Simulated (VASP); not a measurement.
A run of VASP 6.6.1 is set up as follows.

Contents of POSCAR:

```
WSe2
1.0
    3.3176259779     -0.0000000000     -0.0000000000
   -1.6588129840      2.8731483793     -0.0000000000
   -0.0000000000      0.0000000000     21.3281466566
  W               Se
     1     2
Direct
     0.6666666699999979    0.3333333300000021    0.5000065899347557
     0.3333333300000021    0.6666666699999979    0.5779487830653264
     0.3333333300000021    0.6666666699999979    0.4220686946999145
```

File INCAR.step1:

```
SYSTEM = WSe2
ALGO = Normal ; DIPOL = 0.5 0.5 0.500
EDIFF = 1E-8 ; EDIFFG = -0.002
ENCUT = 600 ; IBRION = 2
IDIPOL = 3 ; ISIF = 2
ISMEAR = 0 ; LASPH = .TRUE.
LCHARG = .FALSE. ; LDIPOL = .TRUE.
LMIXTAU = .TRUE. ; LREAL = .FALSE.
LWAVE = .FALSE. ; METAGGA = R2SCAN
NELM = 80 ; NSW = 40
PREC = Accurate ; SIGMA = 0.05
```

The input INCAR.step2:

```
SYSTEM = WSe2
ALGO = Normal ; DIPOL = 0.5 0.5 0.500
EDIFF = 1E-8 ; ENCUT = 600
IBRION = 6 ; IDIPOL = 3
ISIF = 2 ; ISMEAR = 0
LASPH = .TRUE. ; LCHARG = .FALSE.
LDIPOL = .TRUE. ; LMIXTAU = .TRUE.
LREAL = .FALSE. ; LWAVE = .FALSE.
METAGGA = R2SCAN ; NELM = 80
NFREE = 2 ; NSW = 1
POTIM = 0.015 ; PREC = Accurate
SIGMA = 0.05
```

Contents of KPOINTS:

```
k-points
0
G
  12 12 1
  0 0 0
```

Potentials or basis: VASP PAW PBE potentials, release 64 (W_sv, Se).

Launch:

```bash
$ cat potpaw_PBE.64/W_sv/POTCAR potpaw_PBE.64/Se/POTCAR > POTCAR
$ cp INCAR.step1 INCAR
$ mpirun -np 1 vasp_std > vasp.out
$ cp CONTCAR POSCAR
$ cp INCAR.step2 INCAR
$ mpirun -np 1 vasp_std > vasp.out
```

Problem. Estimate the highest phonon frequency at Γ, LO-TO splitting left out.

Solution. 308 cm⁻¹.

Phonon frequencies in cm⁻¹ (negative: imaginary):
| q point | frequencies |
| --- | --- |
| (0.000, 0.000, 0.000) | 0 0 0 174 174 246 246 251 308 |

 The run has no spin-orbit coupling, so splittings on W are missing.
